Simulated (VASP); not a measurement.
# N in VASP: further runs, part 2 of 2

VASP 6.6.1. Earlier steps stand in the parts before.

## Step 4: Single point, PBEsol

INCAR reads:

```
SYSTEM = N
PREC = Accurate
ENCUT = 520
EDIFF = 1E-6
ISMEAR = -1
SIGMA = 0.05
LREAL = Auto
LASPH = .TRUE.
NELM = 100
ALGO = Fast
ISIF = 2
LWAVE = .FALSE.
LCHARG = .TRUE.
GGA = PS
LELF = .TRUE.
LVHAR = .TRUE.
NBANDS = 78
```

KPOINTS reads:

```
Automatic mesh
0
G
  1 1 1
  0 0 0
```

POSCAR reads:

```
N
1.0
    8.8620950000      0.0000000000      0.0000000000
    0.0000000000      8.8620950000      0.0000000000
    0.0000000000      0.0000000000      8.8620950000
N
24
Direct
    0.0175917771      0.3104344966      0.3040815970
    0.0649282139      0.3851910863      0.2203316484
    0.4760048273      0.1268774483      0.8518866024
    0.4933257881      0.0596021595      0.9570197566
    0.3769537564      0.8665671041      0.3216733741
    0.3543970133      0.9779741698      0.2652645904
    0.6369599965      0.5508968252      0.5860916634
    0.6135908044      0.6696384997      0.6171227007
    0.7879739497      1.1063185398      0.1646111896
    0.8991101991      1.0572782169      0.1870663765
    0.3781498619      0.7249301661      0.8410088134
    0.3800794282      0.7069660165      0.9657084470
    1.0701871284      0.7408744772      0.3038107806
    1.0217222903      0.7361239075      0.4156015028
    0.1532481879      0.2786699985      0.8872958369
    0.0678056374      0.3081325578      0.8037828527
    0.7565479720      0.0719807224      0.6173145289
    0.7239146048     -0.0074023129      0.5302696484
    0.7532981761      0.5108837132      0.0114532737
    0.7350744942      0.5830562638      0.1099739960
    1.0074254451      0.7298951320      0.8790472230
    0.9808515932      0.8048548340      0.7879175297
    0.3500526681      0.4225186031      0.4855398187
    0.3790300149      0.3033932721      0.4794690195
```

Started as:

```bash
$ cat potpaw_PBE.64/N/POTCAR > POTCAR
$ mpirun -np 1 vasp_gam > vasp.out
```

Wall time 57 s (1 thread of AMD EPYC 9R45 (Zen 5), shared host); peak memory 0.63 GiB.

The run converged. Its results:

| Item | Value |
| --- | --- |
| Free energy | -204.0731 eV |
| Pressure | 2.9 GPa |
| Largest force | 7.085 eV/Å |
| Band gap on the k mesh | 7.28 eV, direct |

Forces in eV/Å, atoms in the order of the input:
```
N   -2.008 -3.179  3.953
N    2.169  3.413 -3.804
N    0.106 -0.378  0.650
N   -0.072  0.423 -0.703
N   -0.249  1.693 -0.827
N    0.329 -1.639  0.883
N    0.210 -0.629 -0.177
N   -0.035  0.638  0.154
N   -2.513  1.028 -0.534
N    2.352 -1.279  0.385
N   -0.083 -0.111  0.784
N    0.017  0.062 -0.723
N    2.042  0.185 -4.897
N   -2.137 -0.230  4.906
N    2.408 -0.846  2.370
N   -2.433  0.857 -2.402
N    1.284  3.123  3.442
N   -1.269 -3.071 -3.459
N    0.383 -1.671 -2.250
N   -0.429  1.650  2.274
N    1.558 -4.392  5.304
N   -1.561  4.421 -5.312
N   -1.007  3.818  0.182
N    0.937 -3.886 -0.198
```

Stress tensor (GPa, compression positive):
```
 1.85 -0.14  0.05
-0.14  2.92 -0.27
 0.05 -0.27  3.89
```

Levels at points of the mesh, in eV from the valence-band top:
```csv
k point,band 57,band 58,band 59,band 60,band 61,band 62,band 63,band 64
"(0.00, 0.00, 0.00)",-0.20,-0.13,-0.02,0.00,7.28,7.35,7.45,7.52
```

Caveat: the standard files for N, O and F lose accuracy on very short bonds; the PAW data sets were made with another functional, which shifts forces and pressure a little.

## Step 5: Molecular dynamics, PBEsol

INCAR reads:

```
ALGO = Fast
EDIFF = 1E-5
ENCUT = 520
GGA = PS
IBRION = 0
ISIF = 2
ISMEAR = -1
ISYM = 0
LANGEVIN_GAMMA = 20
LASPH = True
LCHARG = True
LREAL = Auto
LWAVE = False
MDALGO = 3
NBANDS = 78
NELM = 100
NELMIN = 4
NSW = 40
POTIM = 1.0
PREC = Accurate
RANDOM_SEED = 650635 0 0
SIGMA = 0.05
TEBEG = 350.0
TEEND = 350.0
```

KPOINTS reads:

```
k-points
0
Gamma
  1 1 1
```

POSCAR reads:

```
N
1.0
    8.8620950000      0.0000000000      0.0000000000
    0.0000000000      8.8620950000      0.0000000000
    0.0000000000      0.0000000000      8.8620950000
N
24
Direct
    0.0172369700      0.3649845900      0.3627652200
    0.0908512800      0.3295353900      0.2690782100
    0.4531847100      0.1529372500      0.8377152800
    0.4912091900      0.1531887200      0.9558943200
    0.4313651200      0.8901416400      0.3060597300
    0.3300409800      0.9526629000      0.2706418300
    0.7217651800      0.5354784700      0.5954281700
    0.6874745300      0.6298878900      0.6686879300
    0.7819828800      1.0839347700      0.1692930900
    0.8498463300      0.9956081800      0.1143533100
    0.3584372500      0.6582985400      0.8705750800
    0.4175188100      0.7624810700      0.9036669200
    0.9640277800      0.7268515700      0.3407119300
    1.0307038100      0.7834160500      0.4288786100
    0.1053819000      0.3266365800      0.8831747600
    0.0780274300      0.3342431900      0.7622747800
    0.7954479200      0.1107423000      0.6414293700
    0.7483004600      0.0637408400      0.5364019800
    0.7533778700      0.4722448900      0.0517645100
    0.6826731500      0.5137178300      0.1450183100
    1.0119264600      0.7265793600      0.9151521900
    0.9738266000      0.7855721700      0.8126436800
    0.3879040100      0.4125458000      0.5442898500
    0.3916916700      0.3075742100      0.4777773300
```

Started as:

```bash
$ cat potpaw_PBE.64/N/POTCAR > POTCAR
$ mpirun -np 1 vasp_gam > vasp.out
```

Wall time 14 min (1 thread of AMD EPYC 9R45 (Zen 5), shared host); peak memory 0.74 GiB.

Step by step:
```tsv
step	potential energy change (eV)	largest force (eV/Å)	pressure (GPa)	volume (Å³)	temperature (K)
1	0.0000	1.8013	1.70	696.00	376
2	-0.0348	3.0515	1.08	696.00	399
3	-0.0230	3.1746	0.23	696.00	407
4	0.0263	2.5069	-0.75	696.00	411
5	0.0913	3.1302	-1.57	696.00	392
6	0.1283	3.1616	-2.07	696.00	374
7	0.1171	3.2424	-2.17	696.00	390
8	0.0589	3.0483	-1.81	696.00	434
9	0.0173	3.2216	-1.16	696.00	468
10	0.0046	3.2102	-0.30	696.00	486
11	0.0172	2.3467	0.66	696.00	506
12	0.0618	3.2609	1.54	696.00	495
13	0.1064	3.6758	2.09	696.00	461
14	0.1290	4.1547	2.19	696.00	446
15	0.0934	4.2839	1.80	696.00	459
16	0.0447	4.0048	1.11	696.00	468
17	0.0037	2.8756	0.27	696.00	477
18	-0.0001	2.5170	-0.59	696.00	468
19	0.0591	3.5070	-1.29	696.00	433
20	0.1294	4.3054	-1.71	696.00	408
21	0.1607	4.5282	-1.77	696.00	397
22	0.1396	3.8366	-1.50	696.00	417
23	0.0864	3.7469	-0.94	696.00	462
24	0.0437	3.0054	-0.24	696.00	484
25	0.0311	2.6166	0.48	696.00	476
26	0.0419	3.1233	1.05	696.00	472
27	0.0566	4.2436	1.39	696.00	444
28	0.0763	4.4432	1.38	696.00	414
29	0.1000	3.8545	1.05	696.00	406
30	0.1242	3.7170	0.46	696.00	377
31	0.1179	3.9513	-0.11	696.00	365
32	0.0973	3.6327	-0.70	696.00	372
33	0.0798	3.0089	-1.13	696.00	376
34	0.0837	3.3995	-1.31	696.00	369
35	0.0996	3.6098	-1.12	696.00	347
36	0.1249	3.3217	-0.73	696.00	329
37	0.1371	3.5290	-0.21	696.00	319
38	0.1487	3.6173	0.42	696.00	291
39	0.1289	3.6179	0.91	696.00	294
40	0.0939	2.8538	1.20	696.00	310
```

Caveat: the standard files for N, O and F lose accuracy on very short bonds; the PAW data sets were made with another functional, which shifts forces and pressure a little.
